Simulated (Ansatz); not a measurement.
**TiSi2 under changes of volume**

One of the cells (14.162 Å³/atom); the others are scaled copies at fixed shape and fractional positions:

```
CELL_PARAMETERS angstrom
-1.47287 1.71213 4.21208
1.47287 -1.71213 4.21208
1.47287 1.71213 -4.21208
ATOMIC_POSITIONS crystal
Ti 0.00000 0.00000 0.00000
Si 0.67008 0.67008 0.00000
Si 0.32992 0.32992 0.00000
```

The cell comes from a database or a generator and needn't be the stable form of this composition.

| Item | Value |
| --- | --- |
| Program | Ansatz 0.2.0 |
| Functional | PBEsol |
| Potentials or basis | all-electron LAPW, scalar-relativistic |
| Cutoff | 218 eV (chosen from the basis error) |
| Basis error allowed | 0.001 eV/atom |
| k mesh | 12 × 12 × 12 |
| Occupations | fermi-dirac, width 0.05 eV |
| Spin | no spin polarisation |

| volume (Å³/atom) | energy over the lowest point (meV/atom) | pressure (GPa) | largest force (eV/Å) |
| --- | --- | --- | --- |
| 13.313 | 8.36 | 5.8 | 0.024 |
| 13.596 | 1.25 | 2.3 | 0.039 |
| 13.879 | 0.00 | -0.8 | 0.053 |
| 14.162 | ? | ? | ? |
| 14.446 | 12.76 | -6.2 | 0.081 |
| 14.729 | 25.73 | -8.4 | 0.094 |
| 15.012 | 42.49 | -10.5 | 0.107 |

What does the run at 14.162 Å³/atom give?

Energy over the lowest point 4.02 meV/atom; pressure -3.6 GPa; largest force 0.067 eV/Å.

Worked out: A Birch-Murnaghan fit of order 3 (a polynomial in V^(-2/3)) to the other rows has its minimum at 13.80 Å³/atom with B0 = V·E''(V) = 149 GPa and B' = 4.3 at fixed shape and positions, which overstates the stiffness. It gives 4.00 meV/atom at 14.162 Å³/atom, against the run's 4.02, and -dE/dV = -3.6 GPa, against -3.6.

Energies are extrapolated to zero smearing.
